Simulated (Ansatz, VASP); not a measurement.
## BaTiO3: VASP and Ansatz over several settings

```xyz
5
Lattice="4.0782 0.0000 0.0000 0.0000 4.0782 0.0000 0.0000 0.0000 4.0968" Properties=species:S:1:pos:R:3 pbc="T T T"
Ba    0.0000    0.0000    0.0000
Ti    2.0391    2.0391    2.0074
O     0.0000    2.0391    2.1180
O     2.0391    0.0000    2.1180
O     2.0391    2.0391    0.0778
```

Single points on this cell with VASP 6.6.1 and Ansatz 0.2.0. Each row is one pair of runs. Alike in all rows: spin: off; k mesh: 7 × 7 × 7; smearing: fermi-dirac, width 0.05 eV; VASP's potentials, cutoff: VASP PAW PBE potentials, release 64 (Ba_sv, Ti_sv, O), 520 eV.

| level | Ansatz's potentials, cutoff | gap on the k mesh at the Fermi level (eV), VASP | gap on the k mesh at the Fermi level (eV), Ansatz | least direct gap on the mesh (eV), VASP | least direct gap on the mesh (eV), Ansatz | pressure (GPa), VASP | pressure (GPa), Ansatz |
| --- | --- | --- | --- | --- | --- | --- | --- |
| PBE+D3(BJ) | Ansatz PAW, 420 eV | 1.74 | 1.80 | 1.98 | 2.00 | -7.9 | -9.4 |
| RPBE+D3(BJ) | Ansatz PAW, 420 eV | 1.78 | 1.83 | 2.01 | 2.04 | -24.5 | -25.9 |
| PBE | Ansatz PAW, 420 eV | 1.74 | 1.80 | 1.98 | 2.00 | -5.0 | -6.4 |
| revPBE | Ansatz PAW, 420 eV | 1.77 | 1.82 | 2.00 | 2.03 | -2.0 | -3.5 |
| PBE | Ansatz PAW earlier set, 930 eV | 1.74 | 1.79 | 1.98 | 2.00 | -5.0 | -6.4 |

Gap on the k mesh at the fermi level (eV): the two programs differ by at most 0.056; least direct gap on the mesh (eV): the two programs differ by at most 0.025; pressure (GPa): the two programs differ by at most 1.44.

Caveats: spin-orbit coupling is left out, which moves the levels of the heavy elements; an odd mesh through Γ misses points on the zone boundary, where band edges often lie (VASP); so large a pressure means that the cell lies far from this level's equilibrium, or that cutoff or potentials fall short (VASP); the potentials were made for another functional, which shifts forces and pressure (VASP); the PAW data sets were made with another functional, which shifts forces and pressure a little (VASP); odd divisions of the mesh miss points on the zone boundary, where band edges often lie, so the gap on the mesh can be too wide (Ansatz); the pressure holds a Pulay correction of +0.5 GPa for the finite cutoff (Ansatz).
